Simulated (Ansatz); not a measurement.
## Contact densities of BN against volume

```
B N
1.0
     0.00000    1.80750    1.80750
     1.80750    0.00000    1.80750
     1.80750    1.80750    0.00000
B N
1 1
Direct
  0.00000 0.00000 0.00000
  0.75000 0.75000 0.75000
```

Atom numbers follow the list: B1, N2.

The cell is COD entry 9008834, as deposited and not checked against the literature; nothing was relaxed.

Theory: DFT, PBE, all-electron PAW with datasets made for the crystal, scalar-relativistic (Ansatz 0.2.0).

Sampling and basis: a Γ-centred 13×13×13 k mesh, Fermi–Dirac smearing of 0.03 eV, cutoff 520 eV (chosen by the program for this cell), no spin polarisation.

The contact density is the mean electron density over the nuclear volume; its changes follow the s electrons' response to bonding and compression. Changes below are taken from the unscaled cell, where it is 485.916 e/Å³ at B1, 1411.46 e/Å³ at N2.

Volumes at which the program chose other datasets or cutoffs are left out.

```json
{"V/V(cell)": "0.9900", "P (GPa)": "6.9", "Δρ(0) B1 (e/Å³)": "0.02", "Δρ(0) N2 (e/Å³)": "?"}
{"V/V(cell)": "1.0000", "P (GPa)": "3.0", "Δρ(0) B1 (e/Å³)": "0.00", "Δρ(0) N2 (e/Å³)": "0.00"}
{"V/V(cell)": "1.0100", "P (GPa)": "-0.7", "Δρ(0) B1 (e/Å³)": "-0.02", "Δρ(0) N2 (e/Å³)": "?"}
{"V/V(cell)": "1.0200", "P (GPa)": "-4.3", "Δρ(0) B1 (e/Å³)": "-0.04", "Δρ(0) N2 (e/Å³)": "?"}
{"V/V(cell)": "1.0400", "P (GPa)": "-11.0", "Δρ(0) B1 (e/Å³)": "-0.07", "Δρ(0) N2 (e/Å³)": "0.16"}
```

Q: What belongs in the row "1.0200", column "Δρ(0) N2 (e/Å³)"?

A: 0.08.

Q: Give the missing entry: row "1.0100", column "Δρ(0) N2 (e/Å³)".

A: 0.04.

Q: What belongs in the row "0.9900", column "Δρ(0) N2 (e/Å³)"?

A: -0.04.

The datasets are made afresh for each cell, so very small changes are uncertain.
